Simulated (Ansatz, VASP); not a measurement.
## Sb in VASP and in Ansatz

```xyz
1
Lattice="1.9689 -2.7671 -0.3005 1.9689 2.7671 -0.3005 -1.5391 0.0000 2.7424" Properties=species:S:1:pos:R:3 pbc="T T T"
Sb    1.1993    0.0000    1.0707
```

Alike in both runs: functional PBE; k mesh 6 × 6 × 8; occupations gaussian, width 0.1 eV; no spin polarisation.

Ansatz relaxed the structure, and its values are those at the end. VASP's run is a single point on that final structure, the one shown.

|  | VASP | Ansatz |
| --- | --- | --- |
| version | VASP 6.6.1 | Ansatz 0.2.0 |
| potentials or method | VASP PAW PBE potentials, release 64 (Sb) | scalar-relativistic, plane waves, PAW |
| plane-wave cutoff (eV) | 520 | 420 |
| valence electrons in the cell | 5 | 15 |

Ansatz gave:

- gap on the k mesh at the Fermi level (eV): none
- pressure (GPa): 0.0

Problem. Which values does VASP return?

Solution. gap on the k mesh at the Fermi level (eV): none; pressure (GPa): -0.1.

A gap of «none» marks a metal or a gap that the smearing closes. The two sets of potentials don't hold the same shells in valence.

Caveats: the k mesh is coarse (spacing up to 0.38 Å⁻¹), so the values aren't converged. The runs have no spin-orbit coupling, so splittings on Sb are missing.
